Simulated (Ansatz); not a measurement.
**Relaxation of Bi**

Computed with DFT PBE, scalar-relativistic, plane waves, PAW in Ansatz. Run with 420 eV cutoff, 12×12×4 k-mesh, Gaussian smearing of 0.10 eV, no spin polarisation.

What was changed in Y: Y → Bi on all its sites, cell and atoms relaxed.

Spin–orbit coupling is left out, which can shift energies with elements as heavy as these.

Command:

```bash
ansatz run input.yaml --threads 1 --pin off --max-ram 2560MiB --backend cpu --events-out ev --progress --plain --runs-dir out
```

Input:

```yaml
crystal:
  lattice:
    - [3.5108910958, 0.0, 0.0]
    - [-1.7554455479, 3.0405208789, 0.0]
    - [0.0, 0.0, 11.7529016065]
  atoms:
    - { symbol: Bi, position: [0.0, 0.0, 0.0] }
    - { symbol: Bi, position: [0.3333333333, 0.6666666667, 0.25] }
    - { symbol: Bi, position: [0.0, 0.0, 0.5] }
    - { symbol: Bi, position: [0.6666666667, 0.3333333333, 0.75] }
basis:
  ecutwfc: 420
kpoints:
  mp_grid: { grid: [12, 12, 4] }
hamiltonian:
  xc: pbe
scf:
  occupations: { method: gaussian, width: 0.1 }
output:
  forces: true
  stress: true
  eigenvalues: true
relax:
  adjacent_minimum: "off"
  f_tol: 0.01
  max_steps: 60
  cell: { stress_tol: 0.1 }
```

F is the free energy. Steps run on the plane waves of an earlier cell, but the last one, and at times one on the way, on a freshly chosen basis, so a repeated geometry can differ a little in energy.

Steps:

```tsv
step	F − F(1) (eV)	largest force component (eV/Å)	V (Å³/atom)	P (GPa)
1	0.0000	0.000	31.365	0.45
2	-0.0009	0.000	31.750	-0.19
3	-0.0013	0.000	31.636	0.00
4	-0.0015	0.000	31.636	0.00
```

Relaxed structure:

```yaml
crystal:
  lattice:
    - [3.52068, 0.00000, 0.00000]
    - [-1.76034, 3.04900, 0.00000]
    - [0.00000, 0.00000, 11.78860]
  atoms:
    - { symbol: Bi, position: [0.00000, 0.00000, 0.00000] }
    - { symbol: Bi, position: [0.33333, 0.66667, 0.25000] }
    - { symbol: Bi, position: [0.00000, 0.00000, 0.50000] }
    - { symbol: Bi, position: [0.66667, 0.33333, 0.75000] }
```

It takes space group P6_3/mmc (No. 194, hexagonal). Conventional cell: a = 3.521 Å, b = 3.521 Å, c = 11.789 Å, α = 90.00°, β = 90.00°, γ = 120.00°. Bi (site symmetry -3m) has 12 Bi at 3.52 to 3.58 Å as nearest neighbours. Around Bi (site symmetry -6m2) lie 12 Bi at 3.52 to 3.58 Å.

The run converged. It took 30 s on 1 thread of Intel(R) Xeon(R) Platinum 8488C (Sapphire Rapids), on a shared host, peak memory 0.55 GiB.